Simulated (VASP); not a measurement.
# Ga (P6_3/mmc) in VASP: a series of runs

Runs on Ga. Level: revPBE. Tasks: single point.

All numbers are computed with VASP 6.6.1; they aren't measurements. Logs are shortened: lines on timing, memory, paths and dates and some standing lists are left out, and cuts for length are marked.

### 1 Starting point

Symmetry: P6_3/mmc, No. 194, hexagonal system. Conventional cell: a = 3.021 Å, b = 3.021 Å, c = 9.864 Å, α = 90.00°, β = 90.00°, γ = 120.00°. Ga (site symmetry -3m) is surrounded by 12 Ga at 3.02 Å. Ga (site symmetry -6m2) has 12 Ga at 3.02 Å as nearest neighbours.

This isn't the form of Ga at room conditions, which is orthorhombic.

### 2 Single point, revPBE

The input, INCAR:

```
  PREC = Accurate
  ENCUT = 520
  EDIFF = 1E-6
  ISMEAR = -1
  SIGMA = 0.1
  LREAL = False
  LASPH = True
  NELM = 60
  ALGO = Fast
  ISIF = 2
  LWAVE = False
  LCHARG = False
  GGA = RE
  NBANDS = 34
```

The input, KPOINTS:

```
regular mesh
0
Gamma
  16 16 5
```

The input, POSCAR:

```
Ga
1.0
    3.0206636733      0.0000000000      0.0000000000
   -1.5103318367      2.6159714774      0.0000000000
    0.0000000000      0.0000000000      9.8640329256
Ga
4
Direct
    1.0000000000      1.0000000000      0.0000000000
    0.0000000000      0.0000000000      0.5000000000
    0.3333333333      0.6666666667      0.2500000000
    0.6666666667      0.3333333333      0.7500000000
```

Potentials or basis: VASP PAW PBE potentials, release 64 (Ga_d).

Launch:

```
> cat potpaw_PBE.64/Ga_d/POTCAR > POTCAR
> mpirun -np 1 vasp_std > vasp.out
```

OUTCAR:

```text
PREC = Accurate
   ENCUT = 520
   EDIFF = 1E-6
   ISMEAR = -1
   LREAL = False
   LASPH = True
   NELM = 60
   ISIF = 2
   GGA = RE

 ion  position               nearest neighbor table
   1  0.000  0.000  0.000-
   2  0.000  0.000  0.500-
   3  0.333  0.667  0.250-
   4  0.667  0.333  0.750-

  LATTYP: Found a hexagonal cell.
 ALAT       =     3.0206636733
 C/A-ratio  =     3.2655184398

  Lattice vectors:

 A1 = (   3.0206636733,   0.0000000000,   0.0000000000)
 A2 = (  -1.5103318367,   2.6159714774,   0.0000000000)
 A3 = (   0.0000000000,   0.0000000000,   9.8640329256)

Analysis of symmetry for initial positions (statically):
=====================================================================
 Subroutine PRICEL returns:
 Original cell was already a primitive cell.

 Routine SETGRP: Setting up the symmetry group for a
 hexagonal supercell.

 Subroutine GETGRP returns: Found 24 space group operations
 (whereof 12 operations were pure point group operations)
 out of a pool of 24 trial point group operations.

The static configuration has the point symmetry D_3d.
 The point group associated with its full space group is D_6h.

Analysis of symmetry for dynamics (positions and initial velocities):
=====================================================================
 Subroutine PRICEL returns:
 Original cell was already a primitive cell.

 Routine SETGRP: Setting up the symmetry group for a
 hexagonal supercell.

 Subroutine GETGRP returns: Found 24 space group operations
 (whereof 12 operations were pure point group operations)
 out of a pool of 24 trial point group operations.

The dynamic configuration has the point symmetry D_3d.
 The point group associated with its full space group is D_6h.

 Subroutine INISYM returns: Found 24 space group operations
 (whereof 12 operations are pure point group operations),
 and found     1 'primitive' translations

----------------------------------------------------------------------------------------

                                     Primitive cell

  volume of cell :      77.9453

  direct lattice vectors                    reciprocal lattice vectors
     3.020663673  0.000000000  0.000000000     0.331053076  0.191133582  0.000000000
    -1.510331837  2.615971477  0.000000000     0.000000000  0.382267165  0.000000000
     0.000000000  0.000000000  9.864032926     0.000000000  0.000000000  0.101378413

  length of vectors
     3.020663673  3.020663673  9.864032926     0.382267165  0.382267165  0.101378413

  position of ions in fractional coordinates (direct lattice)
     0.000000000  0.000000000  0.000000000
     0.000000000  0.000000000  0.500000000
     0.333333333  0.666666667  0.250000000
     0.666666667  0.333333333  0.750000000

  ion indices of the primitive-cell ions
   primitive index   ion index
                 1           1
                 2           2
                 3           3
                 4           4

----------------------------------------------------------------------------------------

 KPOINTS: regular mesh

Automatic generation of k-mesh.
 Grid dimensions read from file:
 generate k-points for:   16   16    5

 Generating k-lattice:

  Cartesian coordinates                     Fractional coordinates (reciprocal lattice)
     0.020690817  0.011945849  0.000000000     0.062500000  0.000000000  0.000000000
     0.000000000  0.023891698  0.000000000     0.000000000  0.062500000  0.000000000
     0.000000000  0.000000000  0.020275683     0.000000000  0.000000000  0.200000000

  Length of vectors
     0.023891698  0.023891698  0.020275683

  Shift w.r.t. Gamma in fractional coordinates (k-lattice)
     0.000000000  0.000000000  0.000000000

 Subroutine IBZKPT returns following result:
 ===========================================

 Found     90 irreducible k-points:

 Following reciprocal coordinates:
            Coordinates               Weight
  0.000000  0.000000  0.000000      1.000000
  0.062500  0.000000  0.000000      6.000000
  0.125000  0.000000  0.000000      6.000000
  0.187500  0.000000  0.000000      6.000000
  0.250000  0.000000  0.000000      6.000000
  0.312500  0.000000  0.000000      6.000000
[... 16 lines left out ...]
  0.187500  0.187500  0.000000      6.000000
  0.250000  0.187500  0.000000     12.000000
 [... further k-points ...]
   k-points           NKPTS =     90   k-points in BZ     NKDIM =     90   number of bands    NBANDS=     34
   number of dos      NEDOS =    301   number of ions     NIONS =      4
   total plane-waves  NPLWV =  46080
   dimension x,y,z NGX =    24 NGY =   24 NGZ =   80
   dimension x,y,z NGXF=    48 NGYF=   48 NGZF=  160
   ions per type =               4
   NGX,Y,Z   is equivalent  to a cutoff of  13.21, 13.21, 13.48 a.u.
   NGXF,Y,Z  is equivalent  to a cutoff of  26.42, 26.42, 26.97 a.u.
 SYSTEM =  unknown system
   PREC   = accura    normal or accurate (medium, high low for compatibility)
   ISTART =      0    job   : 0-new  1-cont  2-samecut
   ICHARG =      2    charge: 1-file 2-atom 10-const
   ISPIN  =      1    spin polarized calculation?
   LNONCOLLINEAR =      F non collinear calculations
   LSORBIT =      F    spin-orbit coupling
   LASPH  =      T    aspherical Exc in radial PAW
   ENCUT  =  520.0 eV  38.22 Ry    6.18 a.u.   5.62  5.62 18.34*2*pi/ulx,y,z
   NELM   =     60;   NELMIN=  2; NELMDL= -5     # of ELM steps
   EDIFF  = 0.1E-05   stopping-criterion for ELM
   LREAL  =      F    real-space projection
   EDIFFG = 0.1E-04   stopping-criterion for IOM
   NSW    =      0    number of steps for IOM
   IBRION =     -1    ionic relax: 0-MD 1-quasi-New 2-CG
   NFREE  =      0    steps in history (QN), initial steepest desc. (CG)
   ISIF   =      2    stress and relaxation
   ISYM   =      2    0-nonsym 1-usesym 2-fastsym
   POTIM  = 0.5000    time-step for ionic-motion
   TEBEG  =    0.0;   TEEND  =   0.0 temperature during run
   PSTRESS=    0.0 pullay stress
   NELECT =      52.0000    total number of electrons
   NUPDOWN=      -1.0000    fix difference up-down
   EMIN   =  10.00;   EMAX   =-10.00  energy-range for DOS
   EFERMI =   0.00;   METHOD = LEGACY
   ISMEAR =    -1;   SIGMA  =   0.10  broadening in eV -4-tet -1-fermi 0-gaus
   EFERMI_NEDOS =   21; number of points for ismear=-14 and -15
   IALGO  =     68    algorithm
   IMIX   =      4    mixing-type and parameters
     AMIX     =   0.40;   BMIX     =  1.00
     AMIX_MAG =   1.60;   BMIX_MAG =  1.00
  volume/ion in A,a.u.               =      19.49       131.50
  Fermi-wavevector in a.u.,A,eV,Ry     =   1.430472  2.703200 27.840917  2.046250
  Thomas-Fermi vector in A             =   2.550313
   LORBIT       =      0    0 simple, 1 ext, 2 COOP (PROOUT), +10 PAW based schemes
   GGA     = RE    functional components
   LHFCALC =     F    Hartree Fock is set to
   AEXX    =    0.0000 exact exchange contribution
   IVDW    =     0    specifies the selected vdW correction
   LEPSILON=     F    determine dielectric tensor
   LRPA    =     F    only Hartree local field effects (RPA)
 non-spin polarized calculation
 RMM-DIIS sequential band-by-band and
  energy-cutoff  :      520.00
  volume of cell :       77.95
 maximum number of plane-waves:      2137
 NGX is ok and might be reduce to    24
   NGX = 11   NGY = 11   NGZ = 37

 number of electron      51.9999977 magnetization

 Free energy of the ion-electron system (eV)
  ---------------------------------------------------
  ext. energy  EPLUGINS =         0.00000000
  ---------------------------------------------------
  free energy    TOTEN  =       -10.40553421 eV

  energy without entropy =      -10.35295451  energy(sigma->0) =      -10.37924436

 E-fermi :   5.3746     XC(G=0): -10.7620

 val. band max:        5.3708994336   @ k =   0.3125   0.0000   0.0000
 cond. band min:       5.3809916355   @ k =   0.3750   0.1875   0.4000
 fundamental gap:      0.0100922019
 Fermi energy:         5.3745518894

 k-point     1 :       0.0000    0.0000    0.0000
  band No.  band energies     occupation
      1      -9.6062      2.00000
      2      -9.5738      2.00000
      3      -9.5552      2.00000
      4      -9.5432      2.00000
      5      -9.5432      2.00000
      6      -9.5388      2.00000
[... 26 lines left out ...]
     33      16.0410      0.00000
     34      17.1145      0.00000

 k-point     2 :       0.0625    0.0000    0.0000
  band No.  band energies     occupation
      1      -9.6011      2.00000
      2      -9.5707      2.00000
      3      -9.5572      2.00000
      4      -9.5449      2.00000
      5      -9.5374      2.00000
      6      -9.5364      2.00000
[... 26 lines left out ...]
     33      15.6100      0.00000
     34      16.6859      0.00000

 k-point     3 :       0.1250    0.0000    0.0000
  band No.  band energies     occupation
      1      -9.5928      2.00000
      2      -9.5684      2.00000
      3      -9.5635      2.00000
      4      -9.5454      2.00000
      5      -9.5380      2.00000
      6      -9.5293      2.00000
[... 26 lines left out ...]
     33      14.8315      0.00000
     34      15.4000      0.00000

 k-point     4 :       0.1875    0.0000    0.0000
  band No.  band energies     occupation
      1      -9.6012      2.00000
      2      -9.5770      2.00000
      3      -9.5705      2.00000
      4      -9.5427      2.00000
      5      -9.5374      2.00000
      6      -9.5185      2.00000
[... 26 lines left out ...]
     33      14.0139      0.00000
     34      14.0218      0.00000

 k-point     5 :       0.2500    0.0000    0.0000
  band No.  band energies     occupation
      1      -9.6219      2.00000
      2      -9.5912      2.00000
      3      -9.5833      2.00000
      4      -9.5566      2.00000
      5      -9.5459      2.00000
      6      -9.5166      2.00000
[... 621 lines left out ...]
 k-point    22 :       0.4375    0.1250    0.0000
  band No.  band energies     occupation
      1      -9.6510      2.00000
      2      -9.6337      2.00000
      3      -9.6020      2.00000
      4      -9.5902      2.00000
      5      -9.5729      2.00000
      6      -9.5566      2.00000
[... 26 lines left out ...]
     33       9.5178      0.00000
     34      12.9729      0.00000

 k-point    23 :       0.1875    0.1875    0.0000
  band No.  band energies     occupation
      1      -9.6011      2.00000
      2      -9.5853      2.00000
      3      -9.5715      2.00000
      4      -9.5608      2.00000
      5      -9.5578      2.00000
      6      -9.5415      2.00000
[... 26 lines left out ...]
     33      11.3099      0.00000
     34      12.1785      0.00000

 k-point    24 :       0.2500    0.1875    0.0000
  band No.  band energies     occupation
      1      -9.6089      2.00000
      2      -9.5987      2.00000
      3      -9.5757      2.00000
      4      -9.5655      2.00000
      5      -9.5507      2.00000
      6      -9.5458      2.00000
[... 26 lines left out ...]
     33      11.1530      0.00000
     34      12.0111      0.00000

 [... further k-points ...]
[... 5 lines left out ...]
  --------------------------------------------------------------------------------------
  -------------------------------------------------------------------------------------
  Total        0.0563881      0.0563881     -0.0162374     -0.0000000      0.0000000     -0.0000000
  in kB        1.1590651      1.1590651     -0.3337627     -0.0000000      0.0000000     -0.0000000
  external PRESSURE =       0.6614558 kB  Pullay stress =       0.0000000 kB

 VOLUME and BASIS-vectors are now :
 -----------------------------------------------------------------------------
  energy-cutoff  :      520.00
  volume of cell :       77.95
      direct lattice vectors                 reciprocal lattice vectors
     3.020663673  0.000000000  0.000000000     0.331053076  0.191133582  0.000000000
    -1.510331837  2.615971477  0.000000000     0.000000000  0.382267165  0.000000000
     0.000000000  0.000000000  9.864032926     0.000000000  0.000000000  0.101378413

 POSITION                                       TOTAL-FORCE (eV/Angst)
 -----------------------------------------------------------------------------------
      0.00000      0.00000      0.00000        -0.000000      0.000000      0.000000
      0.00000      0.00000      4.93202        -0.000000      0.000000      0.000000
     -0.00000      1.74398      2.46601        -0.000000      0.000000     -0.000000
      1.51033      0.87199      7.39802         0.000000     -0.000000     -0.000000
 -----------------------------------------------------------------------------------
    total drift:                               -0.000000      0.000000     -0.000000

  FREE ENERGIE OF THE ION-ELECTRON SYSTEM (eV)
  ---------------------------------------------------
  free  energy   TOTEN  =       -10.4055342093 eV

  energy  without entropy=      -10.3529545068  energy(sigma->0) =      -10.37924436
```

Wall time 2.1 min (1 thread of Intel Xeon Platinum 8488C (Sapphire Rapids), shared host); peak memory 0.31 GiB.

What came out:

* Free energy: -10.4055 eV
* Pressure: 0.1 GPa
* Band gap on the k mesh: none (metal or under the smearing width)

Caveat: the PAW data sets were made with another functional, which shifts forces and pressure a little.

### 3 Single point, revPBE

This run uses another cell than the first one, of 20.27 Å³/atom, 1.040 times its volume.

The input, INCAR:

```
PREC = Accurate ; ENCUT = 520
EDIFF = 1E-7 ; ISMEAR = -1
SIGMA = 0.1 ; LREAL = False
LASPH = True ; NELM = 100
ALGO = Normal ; ISIF = 2
LWAVE = False ; LCHARG = False
GGA = RE ; NBANDS = 34
```

The input, KPOINTS:

```
Automatic mesh
0
Gamma
  13 13 4
```

The input, POSCAR:

```
Ga
1.0
    3.0604138064      0.0000000000      0.0000000000
   -1.5302069032      2.6503961024      0.0000000000
    0.0000000000      0.0000000000      9.9938377182
Ga
4
Direct
    1.0000000000      1.0000000000      0.0000000000
    0.0000000000      0.0000000000      0.5000000000
    0.3333333333      0.6666666667      0.2500000000
    0.6666666667      0.3333333333      0.7500000000
```

Potentials or basis: VASP PAW PBE potentials, release 64 (Ga_d).

Launch:

```
> cat potpaw_PBE.64/Ga_d/POTCAR > POTCAR
> mpirun -np 1 vasp_std > vasp.out
```

It took 92 s on 1 thread of Intel Xeon Platinum 8488C (Sapphire Rapids), shared host; peak memory 0.27 GiB.

The run converged. Its results:

| Quantity | Value |
| --- | --- |
| Free energy | -10.3833 eV |
| Pressure | -1.5 GPa |
| Band gap on the k mesh | none (metal or under the smearing width) |

Stress tensor (GPa, compression positive):
```
-1.54  0.00  0.00
 0.00 -1.54  0.00
 0.00  0.00 -1.35
```

Levels at points of the mesh, in eV from the Fermi level:
```
           k point  band 23  band 24  band 25  band 26  band 27  band 28  band 29  band 30
(0.00, 0.00, 0.00)    -8.97    -4.88    -3.65     3.40     3.41     9.21     9.21    10.00
(0.00, 0.00, 0.50)    -7.05    -7.05    -0.72    -0.72     8.08     8.08     9.46     9.46
```

Caveat: the PAW data sets were made with another functional, which shifts forces and pressure a little.

(Continued in part 2 of 2.)
